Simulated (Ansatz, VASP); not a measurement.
**One calculation of Mg, two programs**

```
CELL_PARAMETERS angstrom
0.00000 2.21543 2.21543
2.21543 0.00000 2.21543
2.21543 2.21543 0.00000
ATOMIC_POSITIONS crystal
Mg 0.00000 0.00000 0.00000
```

Change from the starting cell: volume scaled by 0.9405, crystal datasets.

Alike in both runs: task electric field gradients; functional PBE; k mesh 13 × 13 × 13; occupations fermi-dirac, width 0.08 eV; no spin polarisation.

```csv
,VASP,Ansatz
version,VASP 6.6.1,Ansatz 0.2.0
potentials or method,"VASP PAW PBE potentials, release 64 (Mg), cutoff 520 eV","all-electron PAW with datasets made for the crystal, scalar-relativistic"
```

```tsv
	VASP	Ansatz	Ansatz less VASP
pressure (GPa)	2.4	2.4	+0.09
Vzz of the field gradient on the site that differs most (V/Å²)	0.0	0.0	0.00
```

Ansatz ran all-electron here, so the differences hold the error of VASP's frozen core and of both bases.
